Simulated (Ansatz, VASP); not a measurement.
**W: VASP beside Ansatz**

```
W
1.0
    -1.56732    1.56732    1.56732
     1.56732   -1.56732    1.56732
     1.56732    1.56732   -1.56732
W
1
Direct
  0.00000 0.00000 0.00000
```

Alike in both runs: functional LDA; k mesh 16 × 16 × 16; occupations gaussian, width 0.1 eV; no spin polarisation.

Ansatz relaxed the structure, and its values are those at the end. VASP's run is a single point on that final structure, the one shown.

|  | VASP | Ansatz |
| --- | --- | --- |
| version | VASP 6.6.1 | Ansatz 0.2.0 |
| potentials or method | VASP PAW LDA potentials, release 64 (W_sv) | scalar-relativistic, plane waves, PAW |
| plane-wave cutoff (eV) | 520 | 420 |
| valence electrons in the cell | 14 | 14 |

```csv
,VASP,Ansatz,Ansatz less VASP
gap on the k mesh at the Fermi level (eV),none,none,-
pressure (GPa),2.0,0.0,-1.98
```

A gap of «none» marks a metal or a gap that the smearing closes.

Spin-orbit coupling is left out, which matters for the levels of W.
